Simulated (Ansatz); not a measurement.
## LiCl (wurtzite): G0W0 against its settings

LiCl (wurtzite), relaxed with r2SCAN; one-shot G0W0 in Ansatz without spin-orbit coupling. Simulation only: spin-unpolarised, and no claim that this is the phase found in nature.

```
Li Cl
1.0
     3.89418    0.00000    0.00000
    -1.94709    3.37246    0.00000
     0.00000    0.00000    6.22446
Li Cl
2 2
Direct
  0.33333 0.66667 0.99687
  0.66667 0.33333 0.49687
  0.33333 0.66667 0.37813
  0.66667 0.33333 0.87813
```

Gaps are read over the mesh points alone. G0W0 here is at a finite number of bands, screening cutoff and k mesh, not at the basis limit.

| start | potentials | frequency model | mesh | empty bands | screening cutoff (eV) | Kohn-Sham gap (eV) | G0W0 gap (eV) | rough cost |
| --- | --- | --- | --- | --- | --- | --- | --- | --- |
| PBE | PAW | contour deformation | 6×6×2 | 132 | 80 | 6.02 | 8.53 | 50 core-seconds |
| PBE | PAW | contour deformation | 6×6×2 | 307 | 140 | 6.02 | 8.72 | 4 core-minutes |
| PBE | PAW | contour deformation | 6×6×2 | 564 | 210 | 6.02 | 8.82 | 15 core-minutes |
| HSE06 | PAW | contour deformation | 6×6×2 | 307 | 140 | 7.35 | 9.32 | 6 core-minutes |
| LDA | PAW | contour deformation | 6×6×2 | 307 | 140 | 5.60 | 8.53 | 3 core-minutes |
| r2SCAN | PAW | contour deformation | 6×6×2 | 307 | 140 | 6.68 | 9.09 | 4 core-minutes |
| PBE | PAW | Godby-Needs pole | 6×6×2 | 307 | 140 | 6.02 | 8.68 | 4 core-minutes |
| PBE | PAW | contour deformation | 6×6×4 | 132 | 80 | 6.02 | 8.52 | 100 core-seconds |
| PBE | norm-conserving | contour deformation | 6×6×2 | 307 | 140 | 6.02 | 8.73 | 6 core-minutes |

Over the mesh points the PBE gap of 6.02 eV becomes a quasiparticle gap of 8.82 eV (direct at Γ), a change of +2.80 eV. Renormalisation factors Z lie between 0.80 and 0.86.

Raising bands and cutoff together moves the gap by +0.19 eV (80 to 140 eV), then +0.10 eV (140 to 210 eV); the last step is still large, so the basis limit isn't reached. Starting from HSE06 (7.35 eV against PBE's 6.02 eV) gives 9.32 eV, +0.60 eV from G0W0@PBE at the same screening cutoff. Starting from LDA (5.60 eV against PBE's 6.02 eV) gives 8.53 eV, -0.19 eV from G0W0@PBE at the same screening cutoff. Starting from r2SCAN (6.68 eV against PBE's 6.02 eV) gives 9.09 eV, +0.37 eV from G0W0@PBE at the same screening cutoff. The Godby-Needs plasmon pole differs from contour deformation by -0.04 eV. A 6×6×4 mesh in place of 6×6×2 changes the opening over PBE by -0.01 eV (the gap on the mesh by -0.01 eV). Norm-conserving potentials (wave cutoff 1034 eV against 420 eV) shift the quasiparticle gap by +0.01 eV and the PBE gap by 0.00 eV. r2SCAN runs take a wave cutoff of 500 eV.
